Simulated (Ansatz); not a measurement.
All numbers below come from DFT PBE, scalar-relativistic, plane waves, PAW in Ansatz 0.2.0. Settings: cutoff 420 eV, Γ-centred meshes spaced at most about 0.3 Å⁻¹, and about 0.25 Å⁻¹ or finer for metals (2π included), Gaussian smearing. No spin polarisation in the final relaxations.

These are static total energies at zero pressure.

Compare these two cells of C, each relaxed at this level.

1.

```xyz
2
Lattice="0.0000 2.1360 4.3103 1.2332 0.0000 4.3103 1.2332 2.1360 0.0000" Properties=species:S:1:pos:R:3 pbc="T T T"
C     1.2332    0.7120    4.3103
C     1.2332    3.5600    4.3103
```

2.

```xyz
8
Lattice="-3.1615 3.1615 1.6671 3.1615 -3.1615 1.6671 3.1615 3.1615 -1.6671" Properties=species:S:1:pos:R:3 pbc="T T T"
C     0.0000    0.0000    2.6592
C     0.0000    3.1615    0.1586
C     0.7767    0.7767    1.6671
C     2.3848    2.3848    0.0000
C     2.3848    0.7767    0.8335
C     3.9382   -0.7767    0.8335
C     0.0000    0.0000    0.6749
C     0.0000    3.1615    1.5085
```

Question: Which form is favoured at zero pressure, and by what margin per atom?

Answer: Cell 1 is lower, by 1.36 eV/atom. Cell 1 has space group Fmmm (No. 69), 11.4 Å³/atom and a gap of 1.04 eV on its mesh; cell 2 has space group I4_122 (No. 98), 8.3 Å³/atom and no gap. Counting all near atoms (those within 1.25 times the shortest such distance or 1.15 times the sum of covalent radii; a plus sign parts nearer from farther groups; a slash parts the counts of unlike sites), cell 1 has C 3 and cell 2 has C 1+2/2+2. Both come from invented guesses. The part of the Crystallography Open Database at hand lists C in space groups No. 58, 69, 71, 141, 166 and others; sharing a group (Fmmm) doesn't make a cell the listed structure.

No dispersion correction is applied, so the spacing and binding between layers, chains or molecules are poorly described (Fmmm), and this can change margins and order among such cells. Kohn–Sham gaps at this level usually fall short of measured ones. Cells relaxed within their symmetry can be saddle points.
